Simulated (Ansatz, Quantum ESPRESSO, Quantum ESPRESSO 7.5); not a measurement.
## Evanescent states of BeSe, zinc blende type, lattice constant set to 5.335 Å

How good a tunnel barrier is BeSe, zinc blende type, lattice constant set to 5.335 Å?

Calculated with Quantum ESPRESSO 7.5; plane-wave DFT, PBE, GBRV ultrasoft pseudopotentials (cross-check by Ansatz 0.2.0 with PAW datasets).

The structure was built from a prototype and need not be the compound's stable phase.

### Step 1. The starting structure

Symmetry: F-43m, No. 216, cubic system. The conventional cell has a = 5.335 Å, b = 5.335 Å, c = 5.335 Å, α = 90.00°, β = 90.00°, γ = 90.00°. Be has 4 Se at 2.31 Å nearest. Nearest to Se lie 4 Be at 2.31 Å. Farther neighbours and most contacts between anions are not listed.

### Step 2. Ground state

pwcond needs a cell whose third axis lies along the current and stands perpendicular to the other two.

Contents of scf.in:

```
&control
  prefix = 'scf'
  outdir = './out'
  pseudo_dir = './pseudo'
  calculation = 'scf'
  tprnfor = .true.
/
&system
  ibrav = 0
  nat = 4
  ntyp = 2
  ecutwfc = 40
  ecutrho = 200
  occupations = 'fixed'
  nbnd = 14
/
&electrons
  conv_thr = 1e-09
  mixing_beta = 0.6
  electron_maxstep = 120
/
ATOMIC_SPECIES
  Be  9.0122  be_pbe_v1.4.uspp.F.UPF
  Se  78.9710  se_pbe_v1.uspp.F.UPF
CELL_PARAMETERS angstrom
  3.77241467763023 0.00000000000000 0.00000000000000
  0.00000000000000 3.77241467763023 0.00000000000000
  0.00000000000000 0.00000000000000 5.33500000000000
ATOMIC_POSITIONS crystal
  Be  0.000000000000 0.000000000000 0.000000000000
  Se  0.500000000000 0.000000000000 0.250000000000
  Be  0.500000000000 0.500000000000 0.500000000000
  Se  0.000000000000 0.500000000000 0.750000000000
K_POINTS automatic
  6 6 6 0 0 0
```

Run with:

```bash
$ OMP_NUM_THREADS=1 mpirun -n 2 pw.x -nk 2 -in scf.in > scf.out
```

Output:

```text
Program PWSCF v.7.5 starts
[citation notice left out]

     Parallel version (MPI & OpenMP), running on       2 processor cores
     Number of MPI processes:                 2
     Threads/MPI process:                     1

     MPI processes distributed on     1 nodes
[...]
Current dimensions of program PWSCF are:
     Max number of different atomic species (ntypx) = 10
     Max number of k-points (npk) =  40000
     Max angular momentum in pseudopotentials (lmaxx) =  4
     Found identity + ( -0.5000 -0.5000 -0.5000) symmetry
     This is a supercell, fractional translations are disabled
     Message from routine setup:
     using ibrav=0 with symmetry is DISCOURAGED, use correct ibrav instead

     K-points division:     npool     =       2
     Subspace diagonalization in iterative solution of the eigenvalue problem:
     a serial algorithm will be used

     G-vector sticks info
     --------------------
     sticks:   dense  smooth     PW     G-vecs:    dense   smooth      PW
     Sum         805     657    193                24329    17545    2983

     Using Slab Decomposition

     bravais-lattice index     =            0
     lattice parameter (alat)  =       7.1288  a.u.
     unit-cell volume          =     512.3537 (a.u.)^3
     number of atoms/cell      =            4
     number of atomic types    =            2
     number of electrons       =        20.00
     number of Kohn-Sham states=           14
     kinetic-energy cutoff     =      40.0000  Ry
     charge density cutoff     =     200.0000  Ry
     scf convergence threshold =      1.0E-09
     mixing beta               =       0.6000
     number of iterations used =            8  plain     mixing
     Exchange-correlation= SLA  PW   PBE  PBE
                           (   1   4   3   4   0   0   0)

     celldm(1)=   7.128831  celldm(2)=   0.000000  celldm(3)=   0.000000
     celldm(4)=   0.000000  celldm(5)=   0.000000  celldm(6)=   0.000000

     crystal axes: (cart. coord. in units of alat)
               a(1) = (   1.000000   0.000000   0.000000 )
               a(2) = (   0.000000   1.000000   0.000000 )
               a(3) = (   0.000000   0.000000   1.414214 )

     reciprocal axes: (cart. coord. in units 2 pi/alat)
               b(1) = (  1.000000  0.000000  0.000000 )
               b(2) = (  0.000000  1.000000  0.000000 )
               b(3) = (  0.000000  0.000000  0.707107 )

     PseudoPot. # 1 for Be read from file:
     ./pseudo/be_pbe_v1.4.uspp.F.UPF
     Pseudo is Ultrasoft, Zval =  4.0
     Generated by new atomic code, or converted to UPF format
     Using radial grid of  769 points,  6 beta functions with:
                l(1) =   0
                l(2) =   0
                l(3) =   0
                l(4) =   1
                l(5) =   1
                l(6) =   2
     Q(r) pseudized with 10 coefficients,  rinner =    1.000   1.000   1.000
                                                       1.000   1.000

     PseudoPot. # 2 for Se read from file:
     ./pseudo/se_pbe_v1.uspp.F.UPF
     Pseudo is Ultrasoft + core correction, Zval =  6.0
     Generated by new atomic code, or converted to UPF format
     Using radial grid of  877 points,  6 beta functions with:
                l(1) =   0
                l(2) =   0
                l(3) =   1
                l(4) =   1
                l(5) =   2
                l(6) =   2
     Q(r) pseudized with  8 coefficients,  rinner =    1.300   1.300   1.300
                                                       1.300   1.300

     atomic species   valence    mass     pseudopotential
     Be                4.00     9.01220     Be( 1.00)
     Se                6.00    78.97100     Se( 1.00)

      8 Sym. Ops. (no inversion) found

   Cartesian axes

     site n.     atom                  positions (alat units)
         1        Be     tau(   1) = (   0.0000000   0.0000000   0.0000000  )
         2        Se     tau(   2) = (   0.5000000   0.0000000   0.3535534  )
         3        Be     tau(   3) = (   0.5000000   0.5000000   0.7071068  )
         4        Se     tau(   4) = (   0.0000000   0.5000000   1.0606602  )

     number of k points=    40
                       cart. coord. in units 2pi/alat
        k(    1) = (   0.0000000   0.0000000   0.0000000), wk =   0.0092593
        k(    2) = (   0.0000000   0.0000000   0.1178511), wk =   0.0185185
        k(    3) = (   0.0000000   0.0000000   0.2357023), wk =   0.0185185
        k(    4) = (   0.0000000   0.0000000  -0.3535534), wk =   0.0092593
        k(    5) = (   0.0000000   0.1666667   0.0000000), wk =   0.0370370
        k(    6) = (   0.0000000   0.1666667   0.1178511), wk =   0.0740741
        k(    7) = (   0.0000000   0.1666667   0.2357023), wk =   0.0740741
        k(    8) = (   0.0000000   0.1666667  -0.3535534), wk =   0.0370370
        k(    9) = (   0.0000000   0.3333333   0.0000000), wk =   0.0370370
        k(   10) = (   0.0000000   0.3333333   0.1178511), wk =   0.0740741
[...]
k(   40) = (  -0.5000000  -0.5000000  -0.3535534), wk =   0.0092593

     Dense  grid:    24329 G-vectors     FFT dimensions: (  36,  36,  45)

     Smooth grid:    17545 G-vectors     FFT dimensions: (  30,  30,  45)

     Estimated max dynamical RAM per process >      64.50 MB

     Estimated total dynamical RAM >     123.06 MB

     Initial potential from superposition of free atoms

     starting charge      19.9996, renormalised to      20.0000
     Starting wfcs are   18 randomized atomic wfcs

     total cpu time spent up to now is        0.7 secs

     per-process dynamical memory:    31.8 Mb

     Self-consistent Calculation

     iteration #  1     ecut=    40.00 Ry     beta= 0.60
     Davidson diagonalization with overlap
     ethr =  1.00E-02,  avg # of iterations =  2.7

     Threshold (ethr) on eigenvalues was too large:
     Diagonalizing with lowered threshold

     Davidson diagonalization with overlap
     ethr =  2.53E-04,  avg # of iterations =  2.6

     total cpu time spent up to now is        2.3 secs

     total energy              =    -143.91968479 Ry
     estimated scf accuracy    <       0.05262485 Ry

     iteration #  2     ecut=    40.00 Ry     beta= 0.60
[...]
total energy              =    -143.92264369 Ry
     estimated scf accuracy    <       0.00510949 Ry

     iteration #  3     ecut=    40.00 Ry     beta= 0.60
[...]
c_bands:  1 eigenvalues not converged
[...]
total energy              =    -143.92296336 Ry
     estimated scf accuracy    <       0.00021362 Ry

     iteration #  4     ecut=    40.00 Ry     beta= 0.60
[...]
c_bands:  1 eigenvalues not converged
     c_bands:  1 eigenvalues not converged
[...]
total energy              =    -143.92303284 Ry
     estimated scf accuracy    <       0.00000921 Ry

     iteration #  5     ecut=    40.00 Ry     beta= 0.60
[...]
total energy              =    -143.92304657 Ry
     estimated scf accuracy    <       0.00000042 Ry

     iteration #  6     ecut=    40.00 Ry     beta= 0.60
[...]
total energy              =    -143.92304702 Ry
     estimated scf accuracy    <       0.00000003 Ry

     iteration #  7     ecut=    40.00 Ry     beta= 0.60
[...]
total energy              =    -143.92304703 Ry
     estimated scf accuracy    <       0.00000003 Ry

     iteration #  8     ecut=    40.00 Ry     beta= 0.60
[...]
total energy              =    -143.92304704 Ry
     estimated scf accuracy    <          1.3E-09 Ry

     iteration #  9     ecut=    40.00 Ry     beta= 0.60
[...]
End of self-consistent calculation

          k = 0.0000 0.0000 0.0000 (  2173 PWs)   bands (ev):

   -95.5846 -95.5839  -8.9002  -7.4488  -0.2930   1.9541   1.9541   4.2439
     4.2439   4.2439   7.0795   7.8445   8.4864   9.2571

          k = 0.0000 0.0000 0.1179 (  2172 PWs)   bands (ev):

   -95.5844 -95.5841  -8.8230  -7.5753  -0.0543   2.0592   2.0592   3.6926
     3.9956   3.9956   7.2278   8.3714   8.6449   9.1781

          k = 0.0000 0.0000 0.2357 (  2172 PWs)   bands (ev):

   -95.5844 -95.5841  -8.6013  -7.8911   0.5973   2.3668   2.3668   2.6216
     3.4404   3.4404   7.6075   8.5224   9.1270   9.6567

          k = 0.0000 0.0000-0.3536 (  2188 PWs)   bands (ev):

   -95.5845 -95.5842  -8.2688  -8.2688   1.5313   1.5314   2.8489   2.8489
     2.8489   2.8489   8.0818   8.0818   9.7573   9.7573

          k = 0.0000 0.1667 0.0000 (  2193 PWs)   bands (ev):

   -95.5846 -95.5841  -8.7482  -7.4454  -0.1146   1.2419   2.1292   3.0147
     3.7497   4.1575   7.7059   8.5280   9.4567   9.5823

          k = 0.0000 0.1667 0.1179 (  2192 PWs)   bands (ev):

   -95.5845 -95.5842  -8.6761  -7.5532  -0.0167   1.4794   2.2276   2.4265
     3.9556   3.9556   7.8451   8.4023   9.7404   9.7406

[...]
highest occupied, lowest unoccupied level (ev):     4.2439    7.0794

!    total energy              =    -143.92304704 Ry
     estimated scf accuracy    <          1.1E-10 Ry

     The total energy is the sum of the following terms:
     one-electron contribution =     -35.68053382 Ry
     hartree contribution      =      16.13028965 Ry
     xc contribution           =     -69.44038867 Ry
     ewald contribution        =     -54.93241419 Ry

     convergence has been achieved in   9 iterations

     Forces acting on atoms (cartesian axes, Ry/au):

     atom    1 type  1   force =     0.00000000    0.00000000    0.00000000
     atom    2 type  2   force =     0.00000000    0.00000000    0.00003651
     atom    3 type  1   force =     0.00000000    0.00000000    0.00000000
     atom    4 type  2   force =     0.00000000    0.00000000   -0.00003651

     Total force =     0.000052     Total SCF correction =     0.000000

[...]
=------------------------------------------------------------------------------=
   JOB DONE.
=------------------------------------------------------------------------------=
```

Run time: 12 s. Hardware: 2 MPI ranks of Arm Neoverse V2, shared host; peak memory 0.2 GiB.

Numbers from this step:

| Property | Result |
| --- | --- |
| free energy | -1958.1728 eV |
| valence top, on the run's zero | 4.244 eV |
| conduction bottom, on the run's zero | 7.079 eV |
| gap by band count | 2.835 eV |

The run needed 9 iterations to bring the estimated error under 1e-09 Ry.

(Part 1 of 4 ends here.)

[Logs are printed without paths, hosts, clocks, repeated set-up lines and the standing remarks that a program may print on its own settings, such as how far it seeks lower states.]

[Hosts, paths, dates, database ids (printed as entryN), source tags and the programs' standing remarks are cut or masked in the printed files.]

[Maps of the electrostatic potential energy from Ansatz leave out the sawtooth potential of an applied field or a dipole correction, so their vacuum need not be flat; planar profiles and work functions include it.]
